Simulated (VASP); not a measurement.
# Si (P6_3/mmc) in VASP: further runs, part 2 of 2

VASP 6.6.1. The steps go on from the part before.

## 3. Single point, HSE06

Contents of POSCAR:

```
Si
1.0
    3.8313174605      0.0000000000      0.0000000000
   -1.9156587303      3.3180182508      0.0000000000
    0.0000000000      0.0000000000      6.3326220002
Si
4
Direct
    0.6666666667      0.3333333333      0.9369905000
    0.3333333333      0.6666666667      0.4369905000
    0.6666666667      0.3333333333      0.5630095000
    0.3333333333      0.6666666667      0.0630095000
```

Contents of INCAR.step1:

```
PREC     = Accurate       # precision mode
ENCUT    = 340            # plane-wave cutoff, eV
EDIFF    = 1E-5           # SCF threshold, eV
ISMEAR   = 0              # smearing method
SIGMA    = 0.01           # smearing width, eV
LREAL    = False          # projectors in reciprocal space
LASPH    = True           # aspherical terms in the spheres
NELM     = 100            # most SCF steps
ALGO     = Normal         # electronic algorithm
ISIF     = 2              # what is computed and relaxed
LWAVE    = True           # write WAVECAR
NBANDS   = 16             # bands
NKRED    = 1            
GGA      = PE             # functional
```

Contents of INCAR.step2:

```
PREC     = Accurate       # precision mode
ENCUT    = 340            # plane-wave cutoff, eV
EDIFF    = 1E-6           # SCF threshold, eV
ISMEAR   = 0              # smearing method
SIGMA    = 0.01           # smearing width, eV
LREAL    = False          # projectors in reciprocal space
LASPH    = True           # aspherical terms in the spheres
NELM     = 100            # most SCF steps
ALGO     = Normal         # electronic algorithm
ISIF     = 2              # what is computed and relaxed
LWAVE    = False          # write WAVECAR
LCHARG   = False          # write CHGCAR
GGA      = PE             # functional
LHFCALC  = True           # exact exchange
HFSCREEN = 0.2            # screening, 1/A
PRECFOCK = Fast         
NBANDS   = 16             # bands
NKRED    = 1            
ISTART   = 1
```

Contents of KPOINTS:

```
Automatic mesh
0
Gamma
  6 6 3
```

Potentials or basis: VASP PAW PBE potentials, release 64 (Si).

Command:

```sh
$ cat potpaw_PBE.64/Si/POTCAR > POTCAR
$ cp INCAR.step1 INCAR
$ mpirun -np 1 vasp_std > vasp.out
$ cp INCAR.step2 INCAR
$ mpirun -np 1 vasp_std > vasp.out
```

OUTCAR:

```text
PREC = Accurate
   ENCUT = 340
   EDIFF = 1E-6
   ISMEAR = 0
   LREAL = False
   LASPH = True
   NELM = 100
   ISIF = 2
   GGA = PE
   LHFCALC = True
   HFSCREEN = 0.2
   PRECFOCK = Fast
   NKRED = 1
   ISTART = 1

 Found     14 irreducible k-points:

 Following reciprocal coordinates:
            Coordinates               Weight
  0.000000  0.000000  0.000000      1.000000
  0.166667  0.000000  0.000000      6.000000
  0.333333  0.000000  0.000000      6.000000
  0.500000  0.000000  0.000000      3.000000
  0.166667  0.166667  0.000000      6.000000
  0.333333  0.166667  0.000000     12.000000
   k-points           NKPTS =     14   k-points in BZ     NKDIM =    108   number of bands    NBANDS=     16
   number of dos      NEDOS =    301   number of ions     NIONS =      4
   total plane-waves  NPLWV =  23040
   dimension x,y,z NGX =    24 NGY =   24 NGZ =   40
   dimension x,y,z NGXF=    48 NGYF=   48 NGZF=   80
   ions per type =               4
   NGX,Y,Z   is equivalent  to a cutoff of  10.41, 10.41, 10.50 a.u.
   NGXF,Y,Z  is equivalent  to a cutoff of  20.83, 20.83, 21.00 a.u.
[... 68 lines left out ...]
 E-fermi :   5.7446     XC(G=0):  -7.8140

 val. band max:        5.6971643739   @ k =   0.0000   0.0000   0.0000
 cond. band min:       6.6901383017   @ k =   0.5000   0.0000   0.0000
 fundamental gap:      0.9929739278
 Fermi energy:         5.7445545108

 k-point     1 :       0.0000    0.0000    0.0000
  band No.  band energies     occupation
      1      -7.8594      2.00000
      2      -5.3194      2.00000
      3      -2.2969      2.00000
      4       4.0277      2.00000
      5       4.0277      2.00000
      6       5.3236      2.00000
[... 91 lines left out ...]
      3      -2.9258      2.00000
      4      -0.3598      2.00000
      5       0.5653      2.00000
      6       1.2770      2.00000
[... 8 lines left out ...]
     15      13.1789      0.00000
     16      13.2385      0.00000

 [... further k-points ...]

------------------------ aborting loop because EDIFF is reached ----------------------------------------

  FORCE on cell =-STRESS in cart. coord.  units (eV):
  Direction    XX          YY          ZZ          XY          YZ          ZX
  --------------------------------------------------------------------------------------
  -------------------------------------------------------------------------------------
  Total       -0.1870460     -0.1870460     -0.2214579      0.0000000      0.0000000      0.0000000
  in kB       -3.7226195     -3.7226195     -4.4074894      0.0000000      0.0000000      0.0000000
  external PRESSURE =      -3.9509094 kB  Pullay stress =       0.0000000 kB

 VOLUME and BASIS-vectors are now :
 -----------------------------------------------------------------------------
  energy-cutoff  :      340.00
  volume of cell :       80.50
      direct lattice vectors                 reciprocal lattice vectors
     3.831317461  0.000000000  0.000000000     0.261006823  0.150692360  0.000000000
    -1.915658730  3.318018251  0.000000000     0.000000000  0.301384720  0.000000000
     0.000000000  0.000000000  6.332622000     0.000000000  0.000000000  0.157912473

 POSITION                                       TOTAL-FORCE (eV/Angst)
 -----------------------------------------------------------------------------------
      1.91566      1.10601      5.93361         0.000000      0.000000      0.019084
     -0.00000      2.21201      2.76730        -0.000000     -0.000000      0.019084
      1.91566      1.10601      3.56533         0.000000      0.000000     -0.019084
     -0.00000      2.21201      0.39902        -0.000000     -0.000000     -0.019084
 -----------------------------------------------------------------------------------
    total drift:                                0.000000     -0.000000      0.000000

  FREE ENERGIE OF THE ION-ELECTRON SYSTEM (eV)
  ---------------------------------------------------
  free  energy   TOTEN  =       -25.0915252640 eV

  energy  without entropy=      -25.0915252640  energy(sigma->0) =      -25.09152526
```

OUTCAR.step1:

```text
PREC = Accurate
   ENCUT = 340
   EDIFF = 1E-5
   ISMEAR = 0
   LREAL = False
[... 228 lines left out ...]
      1.91566      1.10601      5.93361         0.000000      0.000000      0.011020
     -0.00000      2.21201      2.76730         0.000000     -0.000000      0.011020
      1.91566      1.10601      3.56533        -0.000000      0.000000     -0.011020
     -0.00000      2.21201      0.39902        -0.000000      0.000000     -0.011020
 -----------------------------------------------------------------------------------
    total drift:                                0.000000     -0.000000      0.000000

  FREE ENERGIE OF THE ION-ELECTRON SYSTEM (eV)
  ---------------------------------------------------
  free  energy   TOTEN  =       -21.6084897898 eV

  energy  without entropy=      -21.6084897898  energy(sigma->0) =      -21.60848979
```

Run time: 2.9 min. Hardware: 1 thread of Intel Xeon 6975P-C (Granite Rapids), shared host; peak memory 0.25 GiB.

The run converged, but some of its settings lie outside the range that counts as converged, so its numbers aren't taken as properties of the crystal.

Results:

| Item | Value |
| --- | --- |
| Free energy | -25.0915 eV |
| Pressure | -0.4 GPa |
| Largest force | 0.019 eV/Å |
| Band gap on the k mesh | 0.99 eV, indirect (least direct gap 1.71 eV) |

Caveat: the PAW data sets were made with another functional, which shifts forces and pressure a little; an odd mesh through Γ misses points on the zone boundary, where band edges often lie.

## 4. Single point, HSE06

POSCAR is that of step 3.

INCAR.step1: that of step 3 with these lines changed.

```diff
@@ -1,3 +1,3 @@
 PREC     = Accurate       # precision mode
-ENCUT    = 340            # plane-wave cutoff, eV
+ENCUT    = 400            # plane-wave cutoff, eV
 EDIFF    = 1E-5           # SCF threshold, eV
@@ -12,3 +12,3 @@
 NBANDS   = 16             # bands
-NKRED    = 1            
+NKRED    = 3            
 GGA      = PE             # functional
```

INCAR.step2: that of step 3 with these lines changed.

```diff
@@ -1,3 +1,3 @@
 PREC     = Accurate       # precision mode
-ENCUT    = 340            # plane-wave cutoff, eV
+ENCUT    = 400            # plane-wave cutoff, eV
 EDIFF    = 1E-6           # SCF threshold, eV
@@ -17,3 +17,3 @@
 NBANDS   = 16             # bands
-NKRED    = 1            
+NKRED    = 3            
 ISTART   = 1
```

KPOINTS is that of step 3.

Command:

```sh
$ cat potpaw_PBE.64/Si/POTCAR > POTCAR
$ cp INCAR.step1 INCAR
$ mpirun -np 1 vasp_std > vasp.out
$ cp INCAR.step2 INCAR
$ mpirun -np 1 vasp_std > vasp.out
```

Run time: 25 s. Hardware: 1 thread of Intel Xeon 6975P-C (Granite Rapids), shared host; peak memory 0.27 GiB.

The run converged, but some of its settings lie outside the range that counts as converged, so its numbers aren't taken as properties of the crystal.

What came out:

```yaml
Free_energy: -25.5773 eV
Pressure: -1.2 GPa
Largest_force: 0.030 eV/Å
Band_gap_on_the_k_mesh: 1.52 eV, indirect (least direct gap 2.26 eV)
```

Caveat: the PAW data sets were made with another functional, which shifts forces and pressure a little; an odd mesh through Γ misses points on the zone boundary, where band edges often lie.

## 5. Single point, HSE06

POSCAR is that of step 4.

INCAR.step1: that of step 4 with these lines changed.

```diff
@@ -1,3 +1,3 @@
 PREC     = Accurate       # precision mode
-ENCUT    = 400            # plane-wave cutoff, eV
+ENCUT    = 460            # plane-wave cutoff, eV
 EDIFF    = 1E-5           # SCF threshold, eV
@@ -12,3 +12,3 @@
 NBANDS   = 16             # bands
-NKRED    = 3            
+NKRED    = 1            
 GGA      = PE             # functional
```

INCAR.step2: that of step 4 with these lines changed.

```diff
@@ -1,3 +1,3 @@
 PREC     = Accurate       # precision mode
-ENCUT    = 400            # plane-wave cutoff, eV
+ENCUT    = 460            # plane-wave cutoff, eV
 EDIFF    = 1E-6           # SCF threshold, eV
@@ -17,3 +17,3 @@
 NBANDS   = 16             # bands
-NKRED    = 3            
+NKRED    = 1            
 ISTART   = 1
```

KPOINTS is that of step 4.

Command:

```sh
$ cat potpaw_PBE.64/Si/POTCAR > POTCAR
$ cp INCAR.step1 INCAR
$ mpirun -np 1 vasp_std > vasp.out
$ cp INCAR.step2 INCAR
$ mpirun -np 1 vasp_std > vasp.out
```

Wall time 3.7 min (1 thread of Intel Xeon 6975P-C (Granite Rapids), shared host); peak memory 0.28 GiB.

The run converged, but some of its settings lie outside the range that counts as converged, so its numbers aren't taken as properties of the crystal.

What came out:

* Free energy: -25.0949 eV
* Pressure: -0.4 GPa
* Largest force: 0.019 eV/Å
* Band gap on the k mesh: 0.99 eV, indirect (least direct gap 1.71 eV)

Caveat: the PAW data sets were made with another functional, which shifts forces and pressure a little; an odd mesh through Γ misses points on the zone boundary, where band edges often lie.

## 6. Single point, HSE06

POSCAR is that of step 5.

Contents of INCAR.step1:

```
  PREC = Accurate
  ENCUT = 400
  EDIFF = 1E-5
  ISMEAR = 0
  SIGMA = 0.01
  LREAL = False
  LASPH = True
  NELM = 100
  ALGO = Normal
  ISIF = 2
  LWAVE = True
  NKRED = 1
  NBANDS = 16
  GGA = PE
```

Contents of INCAR.step2:

```
  PREC = Accurate
  ENCUT = 400
  EDIFF = 1E-6
  ISMEAR = 0
  SIGMA = 0.01
  LREAL = False
  LASPH = True
  NELM = 100
  ALGO = Normal
  ISIF = 2
  LWAVE = False
  LCHARG = False
  GGA = PE
  LHFCALC = True
  HFSCREEN = 0.2
  PRECFOCK = Fast
  NKRED = 1
  NBANDS = 16
  ISTART = 1
```

Contents of KPOINTS:

```
regular mesh
0
Gamma
  7 7 4
```

Potentials or basis: VASP PAW PBE potentials, release 64 (Si).

Command:

```sh
$ cat potpaw_PBE.64/Si/POTCAR > POTCAR
$ cp INCAR.step1 INCAR
$ mpirun -np 1 vasp_std > vasp.out
$ cp INCAR.step2 INCAR
$ mpirun -np 1 vasp_std > vasp.out
```

It took 7.9 min on 1 thread of Intel Xeon 6975P-C (Granite Rapids), shared host; peak memory 0.28 GiB.

The run converged, but some of its settings lie outside the range that counts as converged, so its numbers aren't taken as properties of the crystal.

What came out:

```yaml
Free_energy: -25.1174 eV
Pressure: -0.4 GPa
Largest_force: 0.018 eV/Å
Band_gap_on_the_k_mesh: 1.05 eV, indirect (least direct gap 1.71 eV)
```

Caveat: the PAW data sets were made with another functional, which shifts forces and pressure a little; an odd mesh through Γ misses points on the zone boundary, where band edges often lie.

## 7. The reference run

An earlier run on the cell as given: functional PBE; potentials or basis VASP PAW PBE potentials, release 64 (Si); cutoff 520 eV; k mesh 8 × 8 × 4; occupations fermi-dirac, width 0.05 eV; no spin polarisation.

* Pressure: 1.4 GPa
* Largest force: 0.008 eV/Å
* Band gap on the k mesh: 0.42 eV, indirect (least direct gap 1.03 eV)
